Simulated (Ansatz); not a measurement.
## MgS: one atom moved over a plane

These are results of Ansatz, DFT PBE, scalar-relativistic, plane waves, PAW, not measurements. Cutoff 420 eV, Γ-centred 6×6×4 k-points, Gaussian smearing of 0.05 eV. No spin polarisation. Energies are free energies at this smearing, counted from the undisturbed cell; pressure is positive in compression.

Zero of the scan (as given, not relaxed at this level; it stands at 1.1 GPa; this wurtzite form isn't the usual structure):

```xyz
4
Lattice="4.0346 0.0000 0.0000 -2.0173 3.4941 0.0000 0.0000 0.0000 6.4323" Properties=species:S:1:pos:R:3 pbc="T T T"
Mg    2.0173    1.1647    3.1888
Mg    0.0000    2.3294    6.4050
S     0.0000    2.3294    2.4394
S     2.0173    1.1647    5.6556
```

Atom 3 (S) is moved by p along (1.000, 0.000, 0.000) and q along (0.000, 1.000, 0.000) (Å), all else fixed. Points are written (p, q).

Energy above the undisturbed cell in eV/cell (a dash: not computed):

```csv
p \ q,-0.450,-0.225,0.000,0.225,0.450
-0.450,2.18,1.30,0.69,?,0.93
-0.225,0.82,–,0.16,–,–
0.000,?,–,0.00,–,0.99
0.225,0.82,–,0.16,–,–
0.450,2.18,1.30,0.69,?,0.93
```

Task: Fill in the withheld energies.

Result: (-0.450, 0.225): 0.50; (0.000, -0.450): 0.41; (0.450, 0.225): 0.50.